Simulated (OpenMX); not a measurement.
Crystal: Sb.

```
Sb
1.0
     0.00000    2.37124    2.37124
     2.37124    0.00000    2.37124
     2.37124    2.37124    0.00000
Sb
1
Cartesian
  0.0000 0.0000 0.0000
```

This isn't the form of Sb at room conditions, which is rhombohedral.

Base run:

* Program: OpenMX 3.8.5
* Functional: PBE
* Dispersion: D3(BJ)
* Potentials or basis: OpenMX 2013 PBE set, Sb7.0-s3p2d2, grid cutoff 500 Ry
* k mesh: 7 × 7 × 7
* Occupations: fermi-dirac, width 0.05 eV
* Spin: no spin polarisation

Its results: band gap on the k mesh none (metal or under the smearing width); pressure 0.2 GPa.

Q: The run is repeated on the same cell with these changes: dispersion from D3(BJ) to D3. What comes out?

A: Band gap on the k mesh none (metal or under the smearing width); pressure 1.4 GPa.

Caveats: the basis of atomic orbitals isn't converged, which shifts pressures, moduli and gaps; pairwise dispersion overbinds metals, which lowers pressure and volume.
